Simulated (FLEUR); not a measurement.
# Si (Fmmm) in FLEUR: further runs

The runs below take Si through band structure, equation of state, with LDA.

Everything below comes from runs of FLEUR MaX-R8.1 (later development tree). Logs are shortened: lines on timing, memory, paths and dates and some standing lists are left out, and cuts for length are marked.

## Step 1: Starting point

It takes space group Fmmm (No. 69, orthorhombic). Conventional cell: a = 4.845 Å, b = 5.320 Å, c = 9.286 Å, α = 90.00°, β = 90.00°, γ = 90.00°. Around Si (site symmetry mm2) lie 6 Si at 2.48 to 2.72 Å. Si (site symmetry m2m) is surrounded by 5 Si at 2.42 to 2.51 Å.

This isn't the form of Si at room conditions, which is diamond.

## Step 2: Band structure, LDA

File inp.xml:

```xml
<?xml version="1.0" encoding="UTF-8" standalone="no"?>
<fleurInput fleurInputVersion="0.39">
   <comment>
      Si                                                                                                  
   </comment>
   <calculationSetup>
      <cutoffs Kmax="4.62" Gmax="14.3" GmaxXC="14.3" numbands="0"/>
      <scfLoop itmax="60" minDistance="0.00001" maxIterBroyd="15" imix="Anderson" alpha="0.05" precondParam="0.0" spinf="2.0" sdNocoIR="T"/>
      <coreElectrons ctail="T" frcor="F" kcrel="0" coretail_lmax="0"/>
      <xcFunctional name="vwn" relativisticCorrections="F"/>
      <magnetism jspins="1"/>
      <soc l_soc="F" theta="0.0" phi="0.0" spav="F"/>
      <expertModes spex="0" secvar="F"/>
      <geometryOptimization l_f="F" forcealpha="1.0" forcemix="BFGS" epsdisp="0.00001" epsforce="0.00001"/>
      <ldaU l_linMix="F" mixParam="0.05" spinf="1.0"/>
   </calculationSetup>
   <cell>
      <bzIntegration valenceElectrons="48.0" mode="hist" fermiSmearingEnergy="0.00183747">
         <kPointListSelection listName="default-1"/>
         <!-- k-points included here -->
         <xi:include xmlns:xi="http://www.w3.org/2001/XInclude" href="kpts.xml"> </xi:include>
      </bzIntegration>
      <!-- symmetry operations included here -->
      <xi:include xmlns:xi="http://www.w3.org/2001/XInclude" href="sym.xml"> </xi:include>
      <bulkLattice scale="1.0">
         <bravaisMatrix>
            <row-1>    0.0000000000000000     5.0264796464398298     8.7744586243866092</row-1>
            <row-2>    4.5774226900919546     0.0000000000000000     8.7744586243866092</row-2>
            <row-3>    4.5774226900919546     5.0264796464398298     0.0000000000000000</row-3>
         </bravaisMatrix>
      </bulkLattice>
   </cell>
   <atomSpecies>
      <species name="Silicon (Si)" element="Si" atomicNumber="14">
         <mtSphere radius="2.12" gridPoints="701" logIncrement="0.016"/>
         <atomicCutoffs lmax="8" lnonsphr="8"/>
         <electronConfig flipSpins="F">
            <coreConfig>(1s1/2)</coreConfig>
            <valenceConfig>(2s1/2) (2p1/2) (2p3/2) (3s1/2) (3p1/2) (3p3/2)</valenceConfig>
            <stateOccupation state="(3p1/2)" spinUp="0.333333" spinDown="0.333333"/>
            <stateOccupation state="(3p3/2)" spinUp="0.666667" spinDown="0.666667"/>
         </electronConfig>
         <energyParameters s="3" p="3" d="3" f="4"/>
         <lo type="SCLO" l="0" n="2" eDeriv="0"/>
         <lo type="SCLO" l="1" n="2" eDeriv="0"/>
         <lo type="SCLO" l="2" n="3" eDeriv="2"/>
         <lo type="SCLO" l="3" n="4" eDeriv="2"/>
      </species>
   </atomSpecies>
   <atomGroups>
      <atomGroup species="Silicon (Si)">
         <relPos label="                   1">.2202307000 .2202307000 -.2202307000</relPos>
         <relPos label="                   2">-.2202307000 -.2202307000 .2202307000</relPos>
         <force calculate="T" relaxXYZ="TTT"/>
      </atomGroup>
      <atomGroup species="Silicon (Si)">
         <relPos label="                   3">.2726057200 -.2726057200 .2726057200</relPos>
         <relPos label="                   4">-.2726057200 .2726057200 -.2726057200</relPos>
         <force calculate="T" relaxXYZ="TTT"/>
      </atomGroup>
   </atomGroups>
   <output dos="F" band="F" slice="F">
      <checks vchk="F" cdinf="F"/>
      <bandDOS minEnergy="-.5*Htr" maxEnergy="0.5*Htr" sigma="0.015" storeEVData="T"/>
      <vacuumDOS vacdos="F" integ="F" star="F" nstars="0" locx1="0.0" locy1="0.0" locx2="0.0" locy2="0.0" nstm="0" tworkf="0.0"/>
      <unfoldingBand unfoldBand="F" supercellX="1" supercellY="1" supercellZ="1"/>
      <plotting iplot="0" polar="F">
         <plot TwoD="T" vec1="  1.0  0.0  0.0" vec2="  0.0  1.0  0.0" vec3="  0.0  0.0  1.0" zero="  0.0  0.0  0.0" file="plot"/>
      </plotting>
      <chargeDensitySlicing numkpt="0" minEigenval="0.0" maxEigenval="0.0" nnne="0" pallst="F"/>
      <specialOutput eonly="F"/>
      <moessbauerParams electricFieldGradient="T" isomerShift="T" coreHyperfine="T" valenceHyperfine="T"/>
      <magneticCircularDichroism mcd="F" energyLo="-10.0" energyUp="0.0"/>
   </output>
  <!-- We include the file relax.xml here to enable relaxations (see documentation) -->
  <xi:include xmlns:xi="http://www.w3.org/2001/XInclude" href="relax.xml"> <xi:fallback/> </xi:include>
</fleurInput>
```

File crystal.txt:

```
Si
&input cartesian=F /
0.0000000000  2.6598984800  4.6432435421
2.4222677723  0.0000000000  4.6432435421
2.4222677723  2.6598984800  0.0000000000
1.8897261246
1.0 1.0 1.0

4
14 0.2202307000  0.2202307000  0.7797693000
14 0.7797693000  0.7797693000  0.2202307000
14 0.2726057200  0.7273942800  0.2726057200
14 0.7273942800  0.2726057200  0.7273942800

&kpt div1=8 div2=8 div3=8 gamma=T /
```

File inp.xml (bands):

```
<?xml version="1.0" encoding="UTF-8" standalone="no"?>
<fleurInput fleurInputVersion="0.39">
   <comment>
      Si                                                                                                  
   </comment>
   <calculationSetup>
      <cutoffs Kmax="4.62" Gmax="14.3" GmaxXC="14.3" numbands="0"/>
      <scfLoop itmax="60" minDistance="0.00001" maxIterBroyd="15" imix="Anderson" alpha="0.05" precondParam="0.0" spinf="2.0" sdNocoIR="T"/>
      <coreElectrons ctail="T" frcor="F" kcrel="0" coretail_lmax="0"/>
      <xcFunctional name="vwn" relativisticCorrections="F"/>
      <magnetism jspins="1"/>
      <soc l_soc="F" theta="0.0" phi="0.0" spav="F"/>
      <expertModes spex="0" secvar="F"/>
      <geometryOptimization l_f="F" forcealpha="1.0" forcemix="BFGS" epsdisp="0.00001" epsforce="0.00001"/>
      <ldaU l_linMix="F" mixParam="0.05" spinf="1.0"/>
   </calculationSetup>
   <cell>
      <bzIntegration valenceElectrons="48.0" mode="hist" fermiSmearingEnergy="0.00183747">
         <kPointListSelection listName="path-1"/>
         <!-- k-points included here -->
         <xi:include xmlns:xi="http://www.w3.org/2001/XInclude" href="kpts.xml"> </xi:include>
      </bzIntegration>
      <!-- symmetry operations included here -->
      <xi:include xmlns:xi="http://www.w3.org/2001/XInclude" href="sym.xml"> </xi:include>
      <bulkLattice scale="1.0">
         <bravaisMatrix>
            <row-1>    0.0000000000000000     5.0264796464398298     8.7744586243866092</row-1>
            <row-2>    4.5774226900919546     0.0000000000000000     8.7744586243866092</row-2>
            <row-3>    4.5774226900919546     5.0264796464398298     0.0000000000000000</row-3>
         </bravaisMatrix>
      </bulkLattice>
   </cell>
   <atomSpecies>
      <species name="Silicon (Si)" element="Si" atomicNumber="14">
         <mtSphere radius="2.12" gridPoints="701" logIncrement="0.016"/>
         <atomicCutoffs lmax="8" lnonsphr="8"/>
         <electronConfig flipSpins="F">
            <coreConfig>(1s1/2)</coreConfig>
            <valenceConfig>(2s1/2) (2p1/2) (2p3/2) (3s1/2) (3p1/2) (3p3/2)</valenceConfig>
            <stateOccupation state="(3p1/2)" spinUp="0.333333" spinDown="0.333333"/>
            <stateOccupation state="(3p3/2)" spinUp="0.666667" spinDown="0.666667"/>
         </electronConfig>
         <energyParameters s="3" p="3" d="3" f="4"/>
         <lo type="SCLO" l="0" n="2" eDeriv="0"/>
         <lo type="SCLO" l="1" n="2" eDeriv="0"/>
         <lo type="SCLO" l="2" n="3" eDeriv="2"/>
         <lo type="SCLO" l="3" n="4" eDeriv="2"/>
      </species>
   </atomSpecies>
   <atomGroups>
      <atomGroup species="Silicon (Si)">
         <relPos label="                   1">.2202307000 .2202307000 -.2202307000</relPos>
         <relPos label="                   2">-.2202307000 -.2202307000 .2202307000</relPos>
         <force calculate="T" relaxXYZ="TTT"/>
      </atomGroup>
      <atomGroup species="Silicon (Si)">
         <relPos label="                   3">.2726057200 -.2726057200 .2726057200</relPos>
         <relPos label="                   4">-.2726057200 .2726057200 -.2726057200</relPos>
         <force calculate="T" relaxXYZ="TTT"/>
      </atomGroup>
   </atomGroups>
   <output dos="F" band="T" slice="F">
      <checks vchk="F" cdinf="F"/>
      <bandDOS minEnergy="-.5*Htr" maxEnergy="0.5*Htr" sigma="0.015" storeEVData="T"/>
      <vacuumDOS vacdos="F" integ="F" star="F" nstars="0" locx1="0.0" locy1="0.0" locx2="0.0" locy2="0.0" nstm="0" tworkf="0.0"/>
      <unfoldingBand unfoldBand="F" supercellX="1" supercellY="1" supercellZ="1"/>
      <plotting iplot="0" polar="F">
         <plot TwoD="T" vec1="  1.0  0.0  0.0" vec2="  0.0  1.0  0.0" vec3="  0.0  0.0  1.0" zero="  0.0  0.0  0.0" file="plot"/>
      </plotting>
      <chargeDensitySlicing numkpt="0" minEigenval="0.0" maxEigenval="0.0" nnne="0" pallst="F"/>
      <specialOutput eonly="F"/>
      <moessbauerParams electricFieldGradient="T" isomerShift="T" coreHyperfine="T" valenceHyperfine="T"/>
      <magneticCircularDichroism mcd="F" energyLo="-10.0" energyUp="0.0"/>
   </output>
  <!-- We include the file relax.xml here to enable relaxations (see documentation) -->
  <xi:include xmlns:xi="http://www.w3.org/2001/XInclude" href="relax.xml"> <xi:fallback/> </xi:include>
</fleurInput>
```

Potentials or basis: all-electron, FLAPW.

Run with:

```bash
$ inpgen -f crystal.txt -profile fastHighL
$ # inp.xml edited to the form shown
$ fleur_MPI
$ fleur_MPI   # second run, on inp.xml (bands)
```

Log:

```text
Welcome to FLEUR        (www.flapw.de)
      MaX-Release 8.1          (www.max-centre.eu)

 ========== k-point set info ==========
 Selected k-point list: default-1
 k-point list type: mesh
 8 x 8 x 8
 Number of k points: 95

 ------------Calculation Setup---------------------------
 Number of MPI-tasks      :            1
 Number of PE/node        :            1
 Number of OMP-threads    :            1
 Most efficient MPI parallelization for:
           1           5          19          95
 Additional eigenvalue parallelization possible
 Number of basis functions:          802
 Approximate size of matrices (H+S) per k-point:         0.010 GB
 --------------------------------------------------------
 Iteration:     1   Distance:       5.56843254 me/bohr^3
 Iteration:     2   Distance:       5.24744749 me/bohr^3
 Iteration:     3   Distance:       1.72788873 me/bohr^3
 Iteration:     4   Distance:       0.65525009 me/bohr^3
 Iteration:     5   Distance:       0.56038680 me/bohr^3
 Iteration:     6   Distance:       0.08182899 me/bohr^3
 Iteration:     7   Distance:       0.09698756 me/bohr^3
 Iteration:     8   Distance:       0.02283158 me/bohr^3
 Iteration:     9   Distance:       0.01042552 me/bohr^3
 Iteration:    10   Distance:       0.00271340 me/bohr^3
 Iteration:    11   Distance:       0.00035708 me/bohr^3
 Iteration:    12   Distance:       0.00028906 me/bohr^3
 Iteration:    13   Distance:       0.00003572 me/bohr^3
 Iteration:    14   Distance:       0.00001481 me/bohr^3
 Iteration:    15   Distance:       0.00000360 me/bohr^3

 ********************************************************************
 Run finished successfully
 Stop message:
   all done
 ********************************************************************
```

output (bands):

```text
Welcome to FLEUR        (www.flapw.de)
      MaX-Release 8.1          (www.max-centre.eu)

 ========== k-point set info ==========
 Selected k-point list: path-1
 k-point list type: path
 Number of k points: 60

 ------------Calculation Setup---------------------------
 Number of MPI-tasks      :            1
 Number of PE/node        :            1
 Number of OMP-threads    :            1
 Most efficient MPI parallelization for:
           1           2           3           4           5           6          10          12          15          20          30          60
 Additional eigenvalue parallelization possible
 Number of basis functions:          805
 Approximate size of matrices (H+S) per k-point:         0.010 GB
 --------------------------------------------------------
 Fermi energy correction for metals:
 Fermi energy in bands.* files may not be consistent with last density.
 Please correct it manually (e.g. in band.gnu file).

 Note: Band structure data (together with different weights) is also stored in the banddos.hdf file.
       A convenient way of extracting and plotting the data from that file is by making use of the

 ********************************************************************
 Run finished successfully
 Stop message:
   Charge density postprocessing done.
 ********************************************************************
```

out.xml (last iteration):

```text
<iteration numberForCurrentRun="   15" overallNumber="   15">
         <energyParameters units="Htr">
            <atomicEP atomType="1" spin="1" branch="3s" branchLowest="-4.56" branchHighest="1.23" value="-0.0058279576"/>
            <atomicEP atomType="1" spin="1" branch="3p" branchLowest="-2.97" branchHighest="1.70" value="0.1798239329"/>
            <atomicEP atomType="1" spin="1" branch="3d" branchLowest="-9.99" branchHighest="2.09" value="0.3747501257"/>
            <atomicEP atomType="1" spin="1" branch="4f" branchLowest="-9.99" branchHighest="4.30" value="0.5427242728"/>
            <loAtomicEP atomType="1" spin="1" branch="2s" branchLowest="-64.81" branchHighest="-4.56" value="-4.5588435502"/>
            <loAtomicEP atomType="1" spin="1" branch="2p" branchLowest="-9.99" branchHighest="-2.97" value="-2.9732966744"/>
            <loAtomicEP atomType="1" spin="1" branch="3d" branchLowest="-9.99" branchHighest="2.09" value="0.3747497147"/>
            <loAtomicEP atomType="1" spin="1" branch="4f" branchLowest="-9.99" branchHighest="4.30" value="0.5427276111"/>
            <atomicEP atomType="2" spin="1" branch="3s" branchLowest="-4.55" branchHighest="1.23" value="-0.0130547083"/>
            <atomicEP atomType="2" spin="1" branch="3p" branchLowest="-2.97" branchHighest="1.70" value="0.1713463435"/>
            <atomicEP atomType="2" spin="1" branch="3d" branchLowest="-9.99" branchHighest="2.08" value="0.3655024020"/>
            <atomicEP atomType="2" spin="1" branch="4f" branchLowest="-9.99" branchHighest="4.30" value="0.5333015230"/>
            <loAtomicEP atomType="2" spin="1" branch="2s" branchLowest="-64.81" branchHighest="-4.55" value="-4.5561841521"/>
            <loAtomicEP atomType="2" spin="1" branch="2p" branchLowest="-9.99" branchHighest="-2.97" value="-2.9705416012"/>
            <loAtomicEP atomType="2" spin="1" branch="3d" branchLowest="-9.99" branchHighest="2.08" value="0.3655020540"/>
            <loAtomicEP atomType="2" spin="1" branch="4f" branchLowest="-9.99" branchHighest="4.30" value="0.5333049023"/>
         </energyParameters>
         <eigenvalues>
            <eigenvaluesAt spin="1" ikpt="1" k_x="0.00000000" k_y="0.00000000" k_z="0.00000000">
                      -4.5588800796       -4.5587988178       -4.5562499948       -4.5561093692       -2.9738552500
                      -2.9737286477       -2.9734976362       -2.9734683414       -2.9726579192       -2.9721364376
                      -2.9712437541       -2.9711604195       -2.9706166064       -2.9702409546       -2.9700918680
[... 63 lines left out ...]
               <shell n="1" l="0" isomerShift="1759.21911"/>
            </coreIsomerShift>
            <isomerShift atomType="1" nucleusRadius="0.0000718" averageDensity="1892.27069"/>
            <isomerShift atomType="2" nucleusRadius="0.0000718" averageDensity="1892.17411"/>
            <electricFieldGradient atomType="1" VXX="0.03611" VYY="0.14801" VZZ="-0.18413" asymParam="0.60774">
            </electricFieldGradient>
            <electricFieldGradient atomType="2" VXX="-0.01664" VYY="-0.21029" VZZ="0.22693" asymParam="0.85337">
            </electricFieldGradient>
         </moessbauerParams>
         <totalEnergy                                    value="    -1156.1480493849" units="Htr">
            <sumOfEigenvalues                            value="     -623.9748121191">
               <coreElectrons value="-518.4707379339"/>
               <valenceElectrons value="-105.5040741852"/>
            </sumOfEigenvalues>
            <densityCoulombPotentialIntegral value="-1677.0365874182"/>
            <densityEffectivePotentialIntegral value="-1782.0347109401"/>
            <chargeDenXCDenIntegral value="-79.4784918173"/>
            <FockExchangeEnergyValence value="0.0000000000"/>
            <FockExchangeEnergyCore value="0.0000000000"/>
            <atomTypeDependentContributions atomType="1">
               <electronNucleiInteractionDifferentMTs value="682.0849709911"/>
               <MadelungTerm value="-15.9940761893"/>
            </atomTypeDependentContributions>
            <atomTypeDependentContributions atomType="2">
               <electronNucleiInteractionDifferentMTs value="682.5508432817"/>
               <MadelungTerm value="-15.5812722173"/>
            </atomTypeDependentContributions>
            <tkbTimesEntropy value="0.0004686016"/>
            <freeEnergy value="-1156.1485179866"/>
            <extrapolationTo0K value="-1156.1482836858"/>
         </totalEnergy>
         <densityConvergence units="me/bohr^3">
            <chargeDensity spin="1" distance="0.0000036027"/>
         </densityConvergence>
      </iteration>
```

Run time: 4.5 min. Hardware: 1 thread of Arm Neoverse V2, shared host; peak memory 0.11 GiB.

Results:

```yaml
Free_energy: -31460.4039 eV
Band_gap_along_the_path: none (metal or under the smearing width)
Valence_electrons_inside_the_program's_atomic_spheres: Si 10.02, 10.08 (radii Si 2.12 bohr)
```

Levels at the corners of the path, in eV from the Fermi level:
```tsv
point	band 23	band 24	band 25	band 26	band 27	band 28
Γ	-1.91	-1.88	-1.40	1.28	1.87	5.00
Y	-2.97	-2.54	-2.00	-1.71	5.12	6.15
C	-2.69	-2.28	-1.74	-1.39	3.93	4.71
D	-2.43	-2.03	-1.78	1.37	4.36	4.95
X	-2.45	-2.05	-1.80	1.35	4.56	5.19
Γ	-1.91	-1.88	-1.40	1.28	1.87	5.00
Z	0.02	1.00	1.86	2.82	2.84	3.21
D1	-2.43	-2.03	-1.78	1.37	4.36	4.95
H	-3.25	-2.36	-0.91	1.77	3.56	3.90
C	-2.69	-2.28	-1.74	-1.39	3.93	4.71
C1	-2.69	-2.28	-1.74	-1.39	3.93	4.71
Z	0.02	1.00	1.86	2.82	2.84	3.21
X	-2.45	-2.05	-1.80	1.35	4.56	5.19
H1	-3.25	-2.36	-0.91	1.77	3.56	3.90
H	-3.25	-2.36	-0.91	1.77	3.56	3.90
Y	-2.97	-2.54	-2.00	-1.71	5.12	6.15
L	-1.24	0.26	0.43	0.58	3.06	3.11
Γ	-1.91	-1.88	-1.40	1.28	1.87	5.00
```

Core levels (eV from the Fermi level):
| atom | levels |
| --- | --- |
| 1 Si | 1s1/2 -1772.9 |
| 2 Si | 1s1/2 -1772.9 |
| 3 Si | 1s1/2 -1772.8 |
| 4 Si | 1s1/2 -1772.8 |

## Step 3: Equation of state, LDA, 14.06 Å³/atom (volume scaled by 0.94)

Changes to inp.xml since step 2:

```diff
@@ -6,3 +6,3 @@
    <calculationSetup>
-      <cutoffs Kmax="4.62" Gmax="14.3" GmaxXC="14.3" numbands="0"/>
+      <cutoffs Kmax="4.78" Gmax="14.8" GmaxXC="14.8" numbands="0"/>
       <scfLoop itmax="60" minDistance="0.00001" maxIterBroyd="15" imix="Anderson" alpha="0.05" precondParam="0.0" spinf="2.0" sdNocoIR="T"/>
@@ -24,3 +24,3 @@
       <xi:include xmlns:xi="http://www.w3.org/2001/XInclude" href="sym.xml"> </xi:include>
-      <bulkLattice scale="1.0">
+      <bulkLattice scale="0.9795861087">
          <bravaisMatrix>
@@ -34,3 +34,3 @@
       <species name="Silicon (Si)" element="Si" atomicNumber="14">
-         <mtSphere radius="2.12" gridPoints="701" logIncrement="0.016"/>
+         <mtSphere radius="2.05" gridPoints="701" logIncrement="0.016"/>
          <atomicCutoffs lmax="8" lnonsphr="8"/>
```

Potentials or basis: all-electron, FLAPW.

Run with:

```bash
$ inpgen -f crystal.txt -profile fastHighL
$ # inp.xml edited to the form shown
$ fleur_MPI
```

It took 4.3 min on 1 thread of Arm Neoverse V2, shared host; peak memory 0.11 GiB.

The run converged. Its results:

* Free energy: -31460.3371 eV
* Band gap on the k mesh: none (metal or under the smearing width)
* Valence electrons inside the program's atomic spheres: Si 9.90, 9.95 (radii Si 2.05 bohr)

## Step 4: Equation of state, LDA, 14.36 Å³/atom (volume scaled by 0.96)

Changes to inp.xml since step 3:

```diff
@@ -24,3 +24,3 @@
       <xi:include xmlns:xi="http://www.w3.org/2001/XInclude" href="sym.xml"> </xi:include>
-      <bulkLattice scale="0.9795861087">
+      <bulkLattice scale="0.9864848297">
          <bravaisMatrix>
```

Run with:

```bash
$ inpgen -f crystal.txt -profile fastHighL
$ # inp.xml edited to the form shown
$ fleur_MPI
```

It took 4.6 min on 1 thread of Arm Neoverse V2, shared host; peak memory 0.11 GiB.

It converged, with:

```yaml
Free_energy: -31460.3795 eV
Band_gap_on_the_k_mesh: none (metal or under the smearing width)
Valence_electrons_inside_the_program's_atomic_spheres: Si 9.88, 9.93 (radii Si 2.05 bohr)
```

(Continued in part 2 of 2.)
